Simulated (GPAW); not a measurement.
# KI (Fm-3m) in GPAW: notebook

The runs below take KI through band structure, equation of state, with PBE, r2SCAN, LDA.

Everything below comes from runs of GPAW 26.7.0. Logs are shortened: lines on timing, memory, paths and dates and some standing lists are left out, and cuts for length are marked. The log counts tension as positive stress, the text compression.

**Measured values to compare with.**

A printed reference work, monograph reports, for a bulk crystal of KI: band gap 6.32 eV.

The results are compared with them further down.

## Step 1: The structure

Symmetry: Fm-3m, No. 225, cubic system. Conventional cell: a = 7.066 Å, b = 7.066 Å, c = 7.066 Å, α = 90.00°, β = 90.00°, γ = 90.00°. I (site symmetry m-3m) has 6 K at 3.53 Å as nearest neighbours. Around K (site symmetry m-3m) lie 6 I at 3.53 Å.

## Step 2: Band structure, PBE, spin-orbit coupling, no magnetisation

run.py reads:

```python
import numpy as np
from ase.dft.bandgap import bandgap
from ase.io import read, write
from ase.units import GPa
from gpaw import GPAW, PW
from gpaw.spinorbit import soc_eigenstates

atoms = read('KI.cif')

calc = GPAW(mode=PW(600),
            xc='PBE',
            kpts={'size': (5, 5, 5), 'gamma': True},
            occupations={'name': 'fermi-dirac', 'width': 0.05},
            nbands=16,
            convergence={'density': 1e-05, 'energy': 1e-05},
            maxiter=150,
            txt='gpaw.txt')
atoms.calc = calc
energy = atoms.get_potential_energy()
forces = atoms.get_forces()
stress = atoms.get_stress()
calc.write('gs.gpw')
write('result.traj', atoms)
print(f'Energy: {energy:.6f} eV')
print('Forces (eV/A):')
print(forces.round(4))
print('Stress (GPa):', (stress / GPa).round(3))
print('Fermi level:', round(calc.get_fermi_level(), 4), 'eV')
print(f'Gap: {bandgap(calc)[0]:.4f} eV, direct: {bandgap(calc, direct=True)[0]:.4f} eV')

path = atoms.cell.bandpath('GXWKGLUWLK,UX', npoints=100, eps=1e-4)
bs_calc = calc.fixed_density(kpts=path, symmetry='off', nbands=31,
                             convergence={'bands': 'CBM+6.0', 'eigenstates': 1e-6}, txt='bands.txt')
bs = bs_calc.band_structure()
bs.write('bs.json')
print(f'Gap on the path: {bandgap(bs_calc)[0]:.4f} eV')

soc = soc_eigenstates(bs_calc, theta=0, phi=0)
np.savetxt('soc_bands.dat', soc.eigenvalues(), fmt='%.4f')
mesh = soc_eigenstates('gs.gpw', theta=0, phi=0)
np.savetxt('soc_mesh.dat', mesh.eigenvalues(), fmt='%.4f')
print('Fermi level with spin-orbit coupling:', round(mesh.fermi_level, 4), 'eV')
```

KI.cif reads:

```cif
data_KI
_cell_length_a 4.99609832
_cell_length_b 4.99609832
_cell_length_c 4.99609832
_cell_angle_alpha 60.00000000
_cell_angle_beta 60.00000000
_cell_angle_gamma 60.00000000
_space_group_name_H-M_alt 'P1'
_space_group_name_Hall 'P 1'
_space_group_IT_number 1
loop_
_space_group_symop_operation_xyz
'x,y,z'
loop_
_atom_site_label
_atom_site_type_symbol
_atom_site_symmetry_multiplicity
_atom_site_Wyckoff_symbol
_atom_site_fract_x
_atom_site_fract_y
_atom_site_fract_z
_atom_site_occupancy
I1 I 1 a 0.5000000000 0.5000000000 0.5000000000 1
K1 K 1 a 0.0000000000 0.0000000000 0.0000000000 1
```

Potentials or basis: GPAW PAW data sets (gpaw-data 1.2.1), pw.

On the command line:

```console
OMP_NUM_THREADS=1 python run.py
```

gpaw.txt:

```text
__  _  _
 | _ |_)|_||  |
 |__||  | ||/\| - 26.7.0

Input parameters:
  mode=PW(ecut=600.0),
  convergence={'density': 1e-05, 'energy': 1e-05},
  kpts=MonkhorstPack(size=(5, 5, 5), gamma=True),
  maxiter=150,
  nbands=16,
  occupations=Occupations(name='fermi-dirac', width=0.05),
  xc=XC(name='PBE')

Diagonalizing LCAO Hamiltonian
Converting LCAO to pw mode

                     I

       K

Atoms  # Å, Bohr magnetons
|   | symbol |        x |        y |        z |    initial magnetic moments |
|---|--------|----------|----------|----------|-----------------------------|
| 0 |      I | 4.996098 | 2.884499 | 2.039649 | ( 0.0000,  0.0000,  0.0000) |
| 1 |      K | 0.000000 | 0.000000 | 0.000000 | ( 0.0000,  0.0000,  0.0000) |

Unit cell  # Å
| periodic |        x |        y |        z |  lengths |    angles |
|----------|----------|----------|----------|----------|-----------|
|      yes | 4.996098 | 0.000000 | 0.000000 | 4.996098 | 60.000000 |
|      yes | 2.498049 | 4.326748 | 0.000000 | 4.996098 | 60.000000 |
|      yes | 2.498049 | 1.442249 | 4.079297 | 4.996098 | 60.000000 |

Number of symmetries: 48
Symmetry operations  # r_c * U_cc + t_c -> r_c
|    | kind |            matrix            |
|----|------|------------------------------|
|  0 |  σ   |  1, 0, 0,  1, 0,-1,  1,-1, 0 |
|  1 |  C2  |  1, 0, 0,  1,-1, 0,  1, 0,-1 |
|  2 |  E   |  1, 0, 0,  0, 1, 0,  0, 0, 1 |
|  3 |  σ   |  1, 0, 0,  0, 0, 1,  0, 1, 0 |
|  4 |  C4  |  1, 0,-1,  1, 0, 0,  1,-1, 0 |
|  5 |  S6  |  1, 0,-1,  1,-1, 0,  1, 0, 0 |
|  6 |  σ   |  1, 0,-1,  0, 1,-1,  0, 0,-1 |
|  7 |  C3  |  1, 0,-1,  0, 0,-1,  0, 1,-1 |
|  8 |  S6  |  1,-1, 0,  1, 0, 0,  1, 0,-1 |
|  9 |  C4  |  1,-1, 0,  1, 0,-1,  1, 0, 0 |
| 10 |  C3  |  1,-1, 0,  0,-1, 1,  0,-1, 0 |
| 11 |  σ   |  1,-1, 0,  0,-1, 0,  0,-1, 1 |
| 12 |  σ   |  0, 1, 0,  1, 0, 0,  0, 0, 1 |
| 13 |  C4  |  0, 1, 0,  0, 1,-1, -1, 1, 0 |
| 14 |  C3  |  0, 1, 0,  0, 0, 1,  1, 0, 0 |
| 15 |  S6  |  0, 1, 0, -1, 1, 0,  0, 1,-1 |
| 16 |  C2  |  0, 1,-1,  1, 0,-1,  0, 0,-1 |
| 17 |  σ   |  0, 1,-1,  0, 1, 0, -1, 1, 0 |
| 18 |  S4  |  0, 1,-1,  0, 0,-1,  1, 0,-1 |
| 19 |  C4  |  0, 1,-1, -1, 1, 0,  0, 1, 0 |
| 20 |  C3  |  0, 0, 1,  1, 0, 0,  0, 1, 0 |
| 21 |  σ   |  0, 0, 1,  0, 1, 0,  1, 0, 0 |
| 22 |  S6  |  0, 0, 1,  0,-1, 1, -1, 0, 1 |
| 23 |  C4  |  0, 0, 1, -1, 0, 1,  0,-1, 1 |
| 24 |  S4  |  0, 0,-1,  1, 0,-1,  0, 1,-1 |
| 25 |  C3  |  0, 0,-1,  0, 1,-1,  1, 0,-1 |
| 26 |  C2  |  0, 0,-1,  0,-1, 0, -1, 0, 0 |
| 27 |  S6  |  0, 0,-1, -1, 0, 0,  0,-1, 0 |
| 28 |  S4  |  0,-1, 1,  1,-1, 0,  0,-1, 0 |
| 29 |  C4  |  0,-1, 1,  0, 0, 1, -1, 0, 1 |
| 30 |  C2  |  0,-1, 1,  0,-1, 0,  1,-1, 0 |
| 31 |  σ   |  0,-1, 1, -1, 0, 1,  0, 0, 1 |
| 32 |  C3  |  0,-1, 0,  1,-1, 0,  0,-1, 1 |
| 33 |  S6  |  0,-1, 0,  0, 0,-1, -1, 0, 0 |
| 34 |  S4  |  0,-1, 0,  0,-1, 1,  1,-1, 0 |
| 35 |  C2  |  0,-1, 0, -1, 0, 0,  0, 0,-1 |
| 36 |  C2  | -1, 1, 0,  0, 1, 0,  0, 1,-1 |
| 37 |  S6  | -1, 1, 0,  0, 1,-1,  0, 1, 0 |
| 38 |  S4  | -1, 1, 0, -1, 0, 1, -1, 0, 0 |
| 39 |  C3  | -1, 1, 0, -1, 0, 0, -1, 0, 1 |
| 40 |  S6  | -1, 0, 1,  0, 0, 1,  0,-1, 1 |
| 41 |  C2  | -1, 0, 1,  0,-1, 1,  0, 0, 1 |
| 42 |  C3  | -1, 0, 1, -1, 1, 0, -1, 0, 0 |
| 43 |  S4  | -1, 0, 1, -1, 0, 0, -1, 1, 0 |
| 44 |  C2  | -1, 0, 0,  0, 0,-1,  0,-1, 0 |
| 45 |  i   | -1, 0, 0,  0,-1, 0,  0, 0,-1 |
| 46 |  σ   | -1, 0, 0, -1, 1, 0, -1, 0, 1 |
| 47 |  C2  | -1, 0, 0, -1, 0, 1, -1, 1, 0 |

BZ-sampling:
  Number of BZ points: 125
  Number of IBZ points: 10

  Monkhorst-Pack size: [5, 5, 5]
  Monkhorst-Pack shift: [0, 0, 0]

K-points  # in reciprocal-cell coordinates
|   |                                coordinates |     weight |
|---|--------------------------------------------|------------|
| 0 | (  0.00000000,   0.00000000,   0.00000000) | 0.00800000 |
| 1 | (  0.20000000,   0.20000000,   0.00000000) | 0.04800000 |
| 2 | (  0.20000000,   0.20000000,   0.20000000) | 0.06400000 |
| 3 | (  0.40000000,   0.20000000,  -0.20000000) | 0.19200000 |
| 4 | (  0.40000000,   0.20000000,   0.20000000) | 0.09600000 |
| 5 | (  0.40000000,   0.40000000,  -0.40000000) | 0.19200000 |
| 6 | (  0.40000000,   0.40000000,  -0.20000000) | 0.09600000 |
| 7 | (  0.40000000,   0.40000000,   0.00000000) | 0.04800000 |
| 8 | (  0.40000000,   0.40000000,   0.20000000) | 0.19200000 |
| 9 | (  0.40000000,   0.40000000,   0.40000000) | 0.06400000 |

Plane wave coefficients: 2947
Cutoff: 600.0 eV

Spin-components: 1 (collinear spins)
Bands:           16
Projectors:      10
Spin-degeneracy: 2
Datatype:        complex128

Parallelization:
  kpt:    1
  domain: 1
  band:   1

Density:
  Valence electrons: 16.0
  Components: 1
  Grid points: [30 30 30]
  Charge: 0.0  # |e|

Potential:
  Grid points: [30 30 30]

species:
  I:
    name:    Iodine
    Z:       53.0
    valence: 7
    core:    46
    charge:  0.0  # [|e|]
    compensation charges:
      type: gauss
      rc: 0.37  # [Å]
      lmax: 2
    cutoffs:
      filter: 2.06  # [Å]
      core: 2.90  # [Å]
    projectors
    | kind |    occ | energy [eV] | rcut [Å] |
    |------|--------|-------------|----------|
    |   5s |  2.000 |     -17.382 |    1.164 |
    |   5p |  5.000 |      -7.088 |    1.164 |
    |    s |        |       9.829 |    1.164 |
    |    p |        |      20.123 |    1.164 |
    |    d |        |       0.000 |    1.164 |

    Using partial waves for I as LCAO basis

  K:
    name:    Potassium
    Z:       19.0
    valence: 9
    core:    10
    charge:  0.0  # [|e|]
    compensation charges:
      type: gauss
      rc: 0.35  # [Å]
      lmax: 2
    cutoffs:
      filter: 1.91  # [Å]
      core: 1.27  # [Å]
    projectors
    | kind |    occ | energy [eV] | rcut [Å] |
    |------|--------|-------------|----------|
    |   3s |  2.000 |     -35.338 |    1.122 |
    |   4s |  1.000 |      -2.319 |    1.122 |
    |   3p |  6.000 |     -18.813 |    1.106 |
    |    p |        |       8.398 |    1.106 |
    |    d |        |       0.000 |    0.937 |

    Using partial waves for K as LCAO basis

Reference energy: -209923.048885  # eV

eigensolver:
  PPCG
  Converge bands: occupied
  niter=2

density mixing:
  MSR1-Mixer
  Pratt-step length: 0.05
  Maximum mixing coefficient: 0.75
  Old densities: 10
  SVD Regularization: 0.005
  Good broyden scale: 1.0
  Trust region scale: 1.0
  Backstep threshold: 4.0
  History deletion threshold: 6.0
  Fourier metric: weight=20.0, sigma=0.015

occupation numbers:
  Fermi-Dirac:
    width: 0.0500  # eV

poisson solver:
  ecut: 4800.0  # eV

xc functional:
  name: PBE with 2 nearest neighbor stencil

convergence criteria:
- Maximum integral of absolute [dens]ity change: 1e-05 electrons / valence electron
- Maximum [total energy] change in last 3 cyles: 1e-05 eV / valence electron
- Maximum integral of absolute [eigenst]ate change: 4e-08 eV^2 / valence electron
maximum number of iterations: 150

SCF iterations
|iter     | |      energy | eigst |  dens |
|---------|-|-------------|-------|-------|
|iter:   1| |   -5.799444 | -0.29 |       |
|iter:   2| |   -5.789865 | -2.28 | -1.36 |
|iter:   3| |   -5.723278 | -2.20 | -1.39 |
|iter:   4| |   -5.725422 | -3.30 | -1.76 |
|iter:   5| |   -5.726413 | -4.42 | -2.17 |
|iter:   6| |   -5.726471 | -5.75 | -2.92 |
|iter:   7| |   -5.726475c| -7.11 | -3.63 |
|iter:   8| |   -5.726475c| -7.93c| -4.12 |
|iter:   9| |   -5.726475c| -8.71c| -5.23c|

Converged in 9 steps
Energy contributions relative to reference atoms: (reference = -209923.048885)

Energy contributions:
  Kinetic:           5.169127
  Coulomb:          -4.457984
  Zero:             -0.669508
  External:          0.000000
  Xc:               -5.768110
  Entropy:          -0.000000
  Spinorbit:         0.000000
  ----------------------------
  Free energy:      -5.726475
  Extrapolated:     -5.726475

dipole moment: (-36.414687, -21.024029, -14.866234)  # |e|*Ang

Fermi level: 2.228
Eigenvalues  # (at kpt = [0.000, 0.000, 0.000])
| band index |      eig [eV] | occ [0-2] |
|------------|---------------|-----------|
|          0 |       -27.998 |     2.000 |
|          1 |       -11.519 |     2.000 |
|          2 |       -11.519 |     2.000 |
|          3 |       -11.519 |     2.000 |
|          4 |       -10.004 |     2.000 |
|          5 |         0.472 |     2.000 |
[... 8 lines left out ...]
|         14 |        10.334 |     0.000 |
|         15 |        13.298 |     0.000 |

Gap: 3.977 eV
Transition (v -> c):
  (s=0, k=0, n=7, [0.00, 0.00, 0.00]) -> (s=0, k=0, n=8, [0.00, 0.00, 0.00])
No difference between direct/indirect transitions

Forces  # eV/Ang
|        x |       y |        z |
|----------|---------|----------|
| -0.00000 | 0.00000 |  0.00000 |  # I    0
| -0.00000 | 0.00000 | -0.00000 |  # K    1

Stress tensor  # eV/Ang^3
|         x |         y |         z |
|-----------|-----------|-----------|
| -0.003581 |  0.000000 |  0.000000 |
|  0.000000 | -0.003581 |  0.000000 |
|  0.000000 |  0.000000 | -0.003581 |

# Writing to gs.gpw (mode='')
```

It took 69 s on 1 thread of Intel Xeon Platinum 8488C (Sapphire Rapids), shared host; peak memory 0.42 GiB.

What came out:

```yaml
Free_energy: -5.7265 eV
Pressure: 0.6 GPa
Band_gap_on_the_k_mesh: 3.61 eV, direct
Band_gap_along_the_path: 3.61 eV, direct
```

Levels at the corners of the path, in eV from the valence-band top:
| point | band 12 | band 13 | band 14 | band 15 | band 16 | band 17 | band 18 | band 19 | band 20 | band 21 |
| --- | --- | --- | --- | --- | --- | --- | --- | --- | --- | --- |
| Γ | -1.12 | 0.00 | 0.00 | 0.00 | 0.00 | 3.61 | 3.61 | 6.14 | 6.14 | 6.14 |
| X | -1.69 | -0.77 | -0.77 | -0.40 | -0.40 | 4.58 | 4.58 | 5.42 | 5.42 | 7.73 |
| W | -1.68 | -0.80 | -0.80 | -0.70 | -0.70 | 6.05 | 6.05 | 6.17 | 6.17 | 6.30 |
| K | -1.69 | -0.88 | -0.88 | -0.54 | -0.54 | 5.26 | 5.26 | 6.28 | 6.28 | 7.27 |
| Γ | -1.12 | 0.00 | 0.00 | 0.00 | 0.00 | 3.61 | 3.61 | 6.14 | 6.14 | 6.14 |
| L | -1.90 | -0.85 | -0.85 | -0.36 | -0.36 | 5.16 | 5.16 | 7.35 | 7.35 | 7.79 |
| U | -1.69 | -0.88 | -0.88 | -0.54 | -0.54 | 5.26 | 5.26 | 6.28 | 6.28 | 7.27 |
| W | -1.68 | -0.80 | -0.80 | -0.70 | -0.70 | 6.05 | 6.05 | 6.17 | 6.17 | 6.30 |
| L | -1.90 | -0.85 | -0.85 | -0.36 | -0.36 | 5.16 | 5.16 | 7.35 | 7.35 | 7.79 |
| K | -1.69 | -0.88 | -0.88 | -0.54 | -0.54 | 5.26 | 5.26 | 6.28 | 6.28 | 7.27 |
| U | -1.69 | -0.88 | -0.88 | -0.54 | -0.54 | 5.26 | 5.26 | 6.28 | 6.28 | 7.27 |
| X | -1.69 | -0.77 | -0.77 | -0.40 | -0.40 | 4.58 | 4.58 | 5.42 | 5.42 | 7.73 |

Caveat: spin-orbit coupling was added after a scalar SCF, so levels and gaps hold it while energy, forces, pressure and moments don't; this program's spin-orbit splittings come out too wide for heavy elements.

[end of part 1 of 2]
